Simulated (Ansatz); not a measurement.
# AlGa3N4: the cost of one run

Method: DFT PBEsol, scalar-relativistic, plane waves, PAW, in Ansatz 0.2.0.

2 further runs of the same task are left out: 2 set aside as unsound or not needed.

**1. The structure to begin with**

The cell holds 16 atoms (Al2Ga6N8): a = 5.844 Å, b = 5.834 Å, c = 5.864 Å, α = 87.46°, β = 89.85°, γ = 89.42°.

It is the last frame of an earlier stage of the same melt, run at 2740 K.

As a file:

```cif
data_structure
_symmetry_space_group_name_H-M 'P 1'
_symmetry_Int_Tables_number 1
_cell_length_a 5.8444
_cell_length_b 5.8343
_cell_length_c 5.8636
_cell_angle_alpha 87.458
_cell_angle_beta 89.852
_cell_angle_gamma 89.419
_cell_volume 199.73
loop_
_atom_site_label
_atom_site_type_symbol
_atom_site_fract_x
_atom_site_fract_y
_atom_site_fract_z
_atom_site_occupancy
Al1 Al 0.78801 0.37640 0.37912 1
Al2 Al 0.04581 0.91258 0.11156 1
Ga1 Ga 0.32651 0.27522 0.71661 1
Ga2 Ga 0.55533 0.97262 0.33028 1
Ga3 Ga 0.05279 0.78171 0.53421 1
Ga4 Ga 0.73993 0.09708 0.92671 1
Ga5 Ga 0.27796 0.40478 0.17247 1
Ga6 Ga 0.97601 0.48867 0.89646 1
N1 N 0.54087 0.64253 0.69288 1
N2 N 0.26142 0.71787 0.33754 1
N3 N 0.85827 0.03779 0.30248 1
N4 N 0.36174 0.12622 0.01124 1
N5 N 0.59375 0.21111 0.56758 1
N6 N 0.49978 0.74689 0.84170 1
N7 N 0.03901 0.40811 0.63158 1
N8 N 0.73309 0.46659 0.06900 1
```

**2. Langevin stage at 1520 K**

One k point, a Fermi-Dirac width of 0.131 eV and a fixed cell.

input.yaml

```yaml
crystal:
  lattice:
    - [5.844282, 0.029519, 0.007246]
    - [0.029519, 5.832817, 0.12971]
    - [0.007246, 0.12971, 5.862171]
  atoms:
    - { symbol: Al, position: [0.7880093971, 0.3764010984, 0.3791229646] }
    - { symbol: Al, position: [0.0458070066, 0.9125830622, 0.1115613902] }
    - { symbol: Ga, position: [0.326509178, 0.2752248654, 0.716612118] }
    - { symbol: Ga, position: [0.5553278221, 0.9726213189, 0.3302836834] }
    - { symbol: Ga, position: [0.0527880298, 0.7817094816, 0.5342070625] }
    - { symbol: Ga, position: [0.7399311707, 0.0970750405, 0.926710499] }
    - { symbol: Ga, position: [0.2779621666, 0.4047772287, 0.1724684106] }
    - { symbol: Ga, position: [0.9760137169, 0.4886659363, 0.8964581298] }
    - { symbol: "N", position: [0.5408729065, 0.6425346408, 0.6928838775] }
    - { symbol: "N", position: [0.261419376, 0.7178688748, 0.3375429637] }
    - { symbol: "N", position: [0.8582671584, 0.0377920172, 0.3024759274] }
    - { symbol: "N", position: [0.3617359736, 0.1262188268, 0.0112377988] }
    - { symbol: "N", position: [0.593745825, 0.2111117625, 0.5675822838] }
    - { symbol: "N", position: [0.4997842875, 0.7468930349, 0.8416980809] }
    - { symbol: "N", position: [0.0390121328, 0.408108849, 0.631582084] }
    - { symbol: "N", position: [0.7330858584, 0.4665913907, 0.0689950297] }
  symmetry: { detect: false }
basis:
  ecutwfc: 420
  xc_grid: 1
kpoints:
  mp_grid: { grid: [1, 1, 1], shift: [0.0, 0.0, 0.0] }
hamiltonian:
  xc: pbesol
scf:
  occupations: { method: fermi_dirac, width: 0.131 }
  lower_state_search: "off"
  convergence: { dr2_threshold: 1.0e-05 }
output:
  forces: true
  stress: true
md:
  timestep: 2.0
  n_steps: 200
  ensemble: nvt_langevin
  friction: 0.015
  temperature: 1520.0
  initial_velocities: maxwell_boltzmann
  seed: 87142
```

On the command line:

```
$ ansatz run input.yaml --threads 2 --pin off --max-ram 5120MiB --backend cpu --events-out ev --progress --plain --runs-dir out
```

Q: Estimate wall time and peak memory on 2 threads of AMD EPYC 7R13 (Zen 3), shared host.

About 99 s, with a peak of 0.41 GiB.
